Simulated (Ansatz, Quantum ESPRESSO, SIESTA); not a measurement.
# Al2O3: programs and potentials compared

```
CELL_PARAMETERS angstrom
2.38025 1.37424 4.33187
-2.38025 1.37424 4.33187
0.00000 -2.74848 4.33187
ATOMIC_POSITIONS crystal
Al 0.85216 0.85216 0.85216
Al 0.64784 0.64784 0.64784
Al 0.14784 0.14784 0.14784
Al 0.35216 0.35216 0.35216
O 0.05668 0.75000 0.44332
O 0.75000 0.44332 0.05668
O 0.44332 0.05668 0.75000
O 0.94332 0.25000 0.55668
O 0.25000 0.55668 0.94332
O 0.55668 0.94332 0.25000
```

Alike in all runs: task band structure; functional PBE; k mesh 7 × 7 × 7; occupations fermi-dirac, width 0.05 eV; no spin polarisation; no spin-orbit coupling. Pressure is positive in compression and, in plane waves, holds the error of the finite cutoff, which Ansatz's Pulay term estimates and takes out. Gaps are the smaller of the mesh's and the band path's.

```csv
program and potentials,plane-wave cutoff (eV),notes,band gap (eV),pressure (GPa),largest force (eV/Å)
"Ansatz, Ansatz PAW polarizable",420,4.8 valence electrons an atom on average; Pulay term of +0.89 GPa included,6.22,7.34,-
"Ansatz, Ansatz PAW",420,4.8 valence electrons an atom on average; Pulay term of +0.89 GPa included,6.22,7.34,-
"Ansatz, PseudoDojo stringent (PBE files)",1252,4.8 valence electrons an atom on average,?,?,?
"SIESTA, files PseudoDojo sr-pbe-0.4.1-standard, sg15-pbe-1.2, DZP (energy shift 0.002 Ry; radii capped at 9.5 bohr)",-,atomic basis; 4.8 valence electrons an atom on average,6.24,9.44,-
"SIESTA, files PseudoDojo sr-pbe-0.4.1-standard, SZP (energy shift 0.05 Ry)",-,atomic basis; 4.8 valence electrons an atom on average,6.49,4.21,0.293
"Quantum ESPRESSO, SSSP 1.3 efficiency PBE",748,4.8 valence electrons an atom on average,6.21,7.75,-
"SIESTA, files PseudoDojo sr-pbe-0.4.1-standard, TZDP (energy shift 0.002 Ry; radii capped at 9.5 bohr)",-,atomic basis; 4.8 valence electrons an atom on average,6.25,7.59,0.081
"Ansatz, Ansatz PAW (files of its older set among them)",1050,8 valence electrons an atom on average; Pulay term of +0.05 GPa included,6.22,7.38,-
"Ansatz, JTH PAW",1380,4.8 valence electrons an atom on average; Pulay term of +0.05 GPa included,6.21,7.50,0.066
```

Question: Estimate from the other rows what the run with Ansatz, PseudoDojo stringent (PBE files) gave.

Answer: Band gap 6.26 eV; pressure 6.39 GPa; largest force 0.054 eV/Å. The other rows, which needn't bracket it: band gap 6.21 to 6.49; pressure 4.21 to 9.44; largest force 0.066 to 0.293.
